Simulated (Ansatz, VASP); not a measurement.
# Two plane-wave programs on Te

File POSCAR:

```
Te
1.0
    4.7305906752      0.0000000000      0.0000000000
   -2.3652953376      4.0968116996      0.0000000000
    0.0000000000      0.0000000000      6.2937743486
Te
3
Direct
    0.2337766396      0.0000000000      0.3333333333
    0.0000000000      0.2337766396      0.6666666667
    0.7662233604      0.7662233604      0.0000000000
```

INCAR.step1

```
PREC = Accurate
ENCUT = 520
ISMEAR = -1
SIGMA = 0.02
LREAL = False
LASPH = True
NELM = 100
NBANDS = 16
GGA = PE
ALGO = Normal
EDIFF = 1E-4
LWAVE = True
LCHARG = False
```

The input INCAR.step2:

```
PREC = Accurate
ENCUT = 520
EDIFF = 1E-7
ISMEAR = -1
SIGMA = 0.02
LREAL = False
LASPH = True
NELM = 100
ALGO = Normal
ISIF = 2
LWAVE = False
LCHARG = False
METAGGA = R2SCAN
LMIXTAU = True
NBANDS = 16
ISTART = 1
```

The input KPOINTS:

```
Automatic mesh
0
Gamma
  6 6 4
```

Input for Ansatz:

```yaml
crystal:
  lattice:
    - [4.7305906752, 0.0, 0.0]
    - [-2.3652953376, 4.0968116996, 0.0]
    - [0.0, 0.0, 6.2937743486]
  atoms:
    - { symbol: Te, position: [0.2337766396, 0.0, 0.3333333333] }
    - { symbol: Te, position: [0.0, 0.2337766396, 0.6666666667] }
    - { symbol: Te, position: [0.7662233604, 0.7662233604, 0.0] }
kpoints:
  mp_grid: { grid: [6, 6, 4] }
  band_path:
    path:
      - [0.0, 0.0, 0.0]
      - [0.5, 0.0, 0.0]
      - [0.3333333333, 0.3333333333, 0.0]
      - [0.0, 0.0, 0.5]
      - [0.5, 0.0, 0.5]
      - [0.3333333333, 0.3333333333, 0.5]
      - [0.333333, 0.333333, 0.447917]
    npoints: 1
hamiltonian:
  xc: r2scan
scf:
  occupations: { method: fermi_dirac, width: 0.02 }
  n_extra_bands: 4
output:
  forces: true
  stress: true
  eigenvalues: true
```

Change from the starting cell: hydrostatic strain +5.8%.

Alike in both runs: task single point; functional r2SCAN; k mesh 6 × 6 × 4; occupations fermi-dirac, width 0.02 eV; no spin polarisation.

```csv
,VASP,Ansatz
version,VASP 6.6.1,Ansatz 0.2.0
potentials or method,"VASP PAW PBE potentials, release 64 (Te)","plane waves, PAW"
plane-wave cutoff (eV),520,500
valence electrons in the cell,18,48
```

VASP gave:

```
pressure (GPa)                                  : -2.1
largest component of the traceless stress (GPa) : 1.90
rms of the force components (eV/Å)              : 0.003
```

**Question.** Estimate Ansatz's values.

**Answer.** Pressure (GPa): -2.1; largest component of the traceless stress (GPa): 1.93; rms of the force components (eV/Å): 0.017.

Atom by atom the forces differ by 0.015 eV/Å (rms over components). The two sets of potentials don't hold the same shells in valence.

Caveats: the PAW data sets were made with another functional, which shifts forces and pressure a little (VASP); spin-orbit coupling is left out, which moves the levels of the heavy elements.
